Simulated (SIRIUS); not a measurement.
# AgCl (Chlorargyrite) (Fm-3m) in SIRIUS: a series of runs, part 2 of 2

SIRIUS 7.12.0.

### 3 Single point, PBEsol

File sirius.json:

```json
{
  "control": {
    "processing_unit": "cpu",
    "verbosity": 2,
    "num_bands_to_print": 21,
    "print_forces": true,
    "print_stress": true
  },
  "parameters": {
    "electronic_structure_method": "pseudopotential",
    "xc_functionals": ["XC_GGA_X_PBE_SOL", "XC_GGA_C_PBE_SOL"],
    "gk_cutoff": 9.1,
    "pw_cutoff": 18.2,
    "ngridk": [8, 8, 8],
    "shiftk": [0, 0, 0],
    "smearing": "fermi_dirac",
    "smearing_width": 0.0018374661,
    "num_bands": 21,
    "num_mag_dims": 0,
    "num_dft_iter": 100,
    "energy_tol": 1e-08,
    "density_tol": 1e-06
  },
  "iterative_solver": {
    "type": "davidson",
    "min_tolerance": 1e-10
  },
  "mixer": {
    "type": "anderson",
    "beta": 0.7,
    "max_history": 8
  },
  "settings": {
    "tol_ne": 1e-10,
    "pseudo_grid_cutoff": 6.5
  },
  "unit_cell": {
    "lattice_vectors": [
      [0.0, 5.168400950851, 5.168400950851],
      [5.168400950851, 0.0, 5.168400950851],
      [5.168400950851, 5.168400950851, 0.0]
    ],
    "atom_coordinate_units": "lattice",
    "atom_types": ["Ag", "Cl"],
    "atom_files": {
      "Ag": "Ag.json",
      "Cl": "Cl.json"
    },
    "atoms": {
      "Ag": [
        [0.0, 0.0, 0.0]
      ],
      "Cl": [
        [0.5, 0.5, 0.5]
      ]
    }
  }
}
```

Potentials or basis: PseudoDojo 0.4.1 PBE standard (scalar relativistic).

Command:

```bash
> upf_to_json Ag.upf
> upf_to_json Cl.upf
> OMP_NUM_THREADS=1 sirius.scf --input=sirius.json --output=out.json --task=0
```

The log of the run:

```text
[info] SIRIUS version : 7.12.0
[info] number of MPI ranks           : 1
[info] MPI grid                      : 1 1
[info] maximum number of OMP threads : 1
[fft] FFT context for density and potential
[fft] =====================================
[fft]   comm size                             : 1
[fft]   plane wave cutoff                     : 18.2
[fft]   grid size                             : 45 45 45   total : 91125
[fft]   grid limits                           : -22 22   -22 22   -22 22
[fft]   number of G-vectors within the cutoff : 13995
[fft]   local number of G-vectors             : 13995
[fft]   number of G-shells                    : 766
[fft] FFT context for coarse grid
[fft] =====================================
[fft]   comm size                             : 1
[fft]   plane wave cutoff                     : 18.2
[fft]   grid size                             : 45 45 45   total : 91125
[fft]   grid limits                           : -22 22   -22 22   -22 22
[fft]   number of G-vectors within the cutoff : 13995
[fft]   local number of G-vectors             : 13995
[fft]   number of G-shells                    : 766
[unit cell] lattice vectors
[unit cell]   a1 :       0.0000000000      5.1684009509      5.1684009509
[unit cell]   a2 :       5.1684009509      0.0000000000      5.1684009509
[unit cell]   a3 :       5.1684009509      5.1684009509      0.0000000000
[unit cell] reciprocal lattice vectors
[unit cell]   b1 :      -0.6078461566      0.6078461566      0.6078461566
[unit cell]   b2 :       0.6078461566     -0.6078461566      0.6078461566
[unit cell]   b3 :       0.6078461566      0.6078461566     -0.6078461566
[unit cell] unit cell volume :       276.12046036 [a.u.^3]
[unit cell] 1/sqrt(omega)    :         0.06017980
[unit cell] MT volume        :         0.00000000 ( 0.00%)
[unit cell] IT volume        :       276.12046036 (100.00%)
[unit cell] number of atom types : 2
[unit cell] type id : 0 symbol : Ag mt_radius :  15.370000 num_atoms : 1
[unit cell] type id : 1 symbol : Cl mt_radius :  10.270000 num_atoms : 1
[unit cell] total number of atoms : 2
[unit cell] number of symmetry classes : 2
[unit cell] number of PAW atoms : 0
[unit cell] atom id  type id  class id             position                      vector_field
[unit cell] ------------------------------------------------------------------------------------------
[... 298 lines left out ...]
[diagonalize] Lowest band energies
[diagonalize] ik:    0   -2.980800   -1.640625   -1.640625   -1.640625   -0.245719    0.224402    0.224402    0.224402    0.225941    0.225941    0.230209    0.230209    0.230209    0.348460    0.709838    0.709838    0.709838    0.765196    0.815634    0.815634    0.816898
[diagonalize] ik:    1   -2.980799   -1.640645   -1.640628   -1.640628   -0.243182    0.196627    0.199290    0.199290    0.226659    0.226659    0.236093    0.259672    0.259672    0.376392    0.660835    0.699283    0.699283    0.757234    0.757234    0.786387    0.842206
[diagonalize] ik:    2   -2.980797   -1.640693   -1.640636   -1.640636   -0.236772    0.155789    0.176805    0.176805    0.231910    0.231910    0.242077    0.289887    0.289887    0.426069    0.601894    0.651576    0.651576    0.761989    0.761989    0.782611    0.928627
[diagonalize] ik:    3   -2.980796   -1.640740   -1.640643   -1.640643   -0.229895    0.124925    0.162504    0.162504    0.237404    0.237404    0.248860    0.313054    0.313054    0.459596    0.570459    0.609203    0.609203    0.791118    0.791118    0.793835    0.928697
[diagonalize] ik:    4   -2.980795   -1.640759   -1.640646   -1.640646   -0.226887    0.113548    0.157607    0.157607    0.239756    0.239756    0.252161    0.322096    0.322096    0.465590    0.567401    0.593136    0.593136    0.810247    0.810247    0.817725    0.873166
[diagonalize] ...
[diagonalize] ik:   24   -2.980794   -1.640731   -1.640681   -1.640668   -0.227515    0.141063    0.172886    0.181857    0.228139    0.240359    0.249582    0.252573    0.279887    0.446802    0.587958    0.603629    0.681335    0.741915    0.850649    0.896626    0.898188
[diagonalize] ik:   25   -2.980794   -1.640729   -1.640700   -1.640671   -0.225455    0.147296    0.160471    0.169564    0.233891    0.241742    0.247642    0.258601    0.279851    0.465102    0.576221    0.610475    0.649671    0.773854    0.823853    0.871381    0.934554
[diagonalize] ik:   26   -2.980794   -1.640723   -1.640705   -1.640664   -0.225657    0.139854    0.162429    0.164827    0.238289    0.238795    0.251066    0.256001    0.295147    0.488719    0.552877    0.601917    0.641548    0.779320    0.799770    0.902208    0.934799
[diagonalize] ik:   27   -2.980794   -1.640739   -1.640689   -1.640680   -0.225711    0.152421    0.172095    0.180719    0.229437    0.244084    0.244693    0.245488    0.262998    0.429663    0.601124    0.625498    0.678907    0.771461    0.846484    0.858563    0.905403
[diagonalize] ik:   28   -2.980794   -1.640714   -1.640714   -1.640680   -0.224935    0.155668    0.162617    0.162617    0.242963    0.242963    0.244701    0.244934    0.273679    0.474313    0.605134    0.605134    0.610098    0.815095    0.815095    0.857977    0.915546
[find] Charges and magnetic moments
[find] --------------------------------------------------------------------------------
[find] total charge          : 26.000000
[find] Energy
[find] --------------------------------------------------------------------------------
[find] valence_eval_sum               :     -12.73531145
[find] <rho|V^{XC}>                   :     -23.28014271
[find] <rho|E^{XC}>                   :     -27.40791084
[find] <mag|B^{XC}>                   :       0.00000000
[find] <rho|V^{H}>                    :      98.78420141
[find] one-electron contribution      :     -88.23937016 (Ha),    -176.47874031 (Ry)
[find] hartree contribution           :      49.39210070
[find] xc contribution                :     -27.40791084
[find] ewald contribution             :    -104.94843659
[find] PAW contribution               :       0.00000000
[find] smearing (-TS)                 :      -0.00000043
[find] SCF correction                 :       0.00000330
[find] Total energy                   :    -171.20361357 (Ha),    -342.40722714 (Ry)
[find] Free energy (E-TS)             :    -171.20361400 (Ha),    -342.40722800 (Ry)
[find] band gap (eV)                  :       0.71739255
[find] Efermi                         :       0.33808070
[find] iteration : 11, RMS (target) : 5.6614e-07 (1.0000e-06) , energy difference (target) : -4.8431e-10 (1.0000e-08)
[find] bands are converged : true
[find] iterative solver converged : false
[find] converged after 12 SCF iterations!
[find] Charges and magnetic moments
[find] --------------------------------------------------------------------------------
[find] total charge          : 26.000000
[find] Energy
[find] --------------------------------------------------------------------------------
[find] valence_eval_sum               :     -12.73531145
[find] <rho|V^{XC}>                   :     -23.28014271
[find] <rho|E^{XC}>                   :     -27.40791084
[find] <mag|B^{XC}>                   :       0.00000000
[find] <rho|V^{H}>                    :      98.78420141
[find] one-electron contribution      :     -88.23937016 (Ha),    -176.47874031 (Ry)
[find] hartree contribution           :      49.39210070
[find] xc contribution                :     -27.40791084
[find] ewald contribution             :    -104.94843659
[find] PAW contribution               :       0.00000000
[find] smearing (-TS)                 :      -0.00000043
[find] SCF correction                 :       0.00000330
[find] Total energy                   :    -171.20361357 (Ha),    -342.40722714 (Ry)
[find] Free energy (E-TS)             :    -171.20361400 (Ha),    -342.40722800 (Ry)
[find] band gap (eV)                  :       0.71739255
[find] Efermi                         :       0.33808070
[ground_state] === stress tensor components [kbar] ===
[ground_state] === stress_kin ===
[ground_state] -41764.140790    0.000000    0.000000
[ground_state]     0.000000-41764.140790   -0.000000
[ground_state]     0.000000   -0.000000-41764.140790
[ground_state] === stress_har ===
[ground_state] -17542.652468   -0.000000   -0.000000
[ground_state]    -0.000000-17542.652468    0.000000
[ground_state]    -0.000000    0.000000-17542.652468
[ground_state] === stress_ewald ===
[ground_state] 37274.663839    0.000000   -0.000000
[ground_state]     0.00000037274.663839   -0.000000
[ground_state]    -0.000000   -0.00000037274.663839
[ground_state] === stress_vloc ===
[ground_state] 18370.535710    0.000000   -0.000000
[ground_state]     0.00000018370.535710   -0.000000
[ground_state]    -0.000000   -0.00000018370.535710
[ground_state] === stress_xc ===
[ground_state] -4289.678603    0.000000    0.000000
[ground_state]     0.000000-4289.678603   -0.000000
[ground_state]     0.000000   -0.000000-4289.678603
[ground_state] === stress_core ===
[ground_state] 11763.627018    0.000000    0.000000
[ground_state]     0.00000011763.627018    0.000000
[ground_state]     0.000000    0.00000011763.627018
[ground_state] === stress_nonloc ===
[ground_state] -3805.295964    0.000000   -0.000000
[ground_state]     0.000000-3805.295964    0.000000
[ground_state]    -0.000000    0.000000-3805.295964
[ground_state] === stress_us_nl ===
[ground_state] -3805.295964    0.000000   -0.000000
[ground_state]     0.000000-3805.295964    0.000000
[ground_state]    -0.000000    0.000000-3805.295964
[ground_state] === stress_total ===
[ground_state]     7.058741   -0.000000    0.000000
[ground_state]    -0.000000    7.058741   -0.000000
[ground_state]     0.000000   -0.000000    7.058741
[ground_state] ==== total Forces in Ha/bohr =====
[ground_state] atom:    0, force:       0.0000000      0.0000000      0.0000000
[... 14 lines left out ...]
[ground_state] atom:    0, force:       0.0000000      0.0000000      0.0000000
[ground_state] atom:    1, force:       0.0000000      0.0000000      0.0000000
[~DFT_ground_state] local op. applied: 16133
[~DFT_ground_state] evp. work count: 3123.37
[~DFT_ground_state] number of iterative solver steps: 862
```

Wall time 25 s (1 thread of Intel Xeon 6975P-C (Granite Rapids), shared host); peak memory 0.31 GiB.

Results:

* Free energy: -4658.6877 eV
* Pressure: -0.7 GPa
* Band gap on the k mesh: 0.72 eV

Caveat: the potentials were made for another functional, which shifts forces and pressure.

### 4 Comparison with measurements

Step 2. Against the measured gap of AgCl, 3.249 eV (indirect; a printed reference work, data compilation), the calculated 0.58 eV is off by -2.67 eV. So large a miss can be the level of theory's own, or it may mean another phase, state or a wrong row. Spin-orbit coupling on Ag is left out. The value is that of LDA on a finite k mesh, which can miss the band edges, without temperature or zero-point motion. Semilocal functionals fall short of measured gaps as a rule.

Step 3. A measured gap of AgCl is 3.249 eV (indirect; a printed reference work, data compilation); the calculated 0.72 eV misses it by -2.53 eV. So large a miss can be the level of theory's own, or it may mean another phase, state or a wrong row. Spin-orbit coupling on Ag is left out. The value is that of PBEsol on a finite k mesh, which can miss the band edges, without temperature or zero-point motion. Semilocal functionals fall short of measured gaps as a rule.
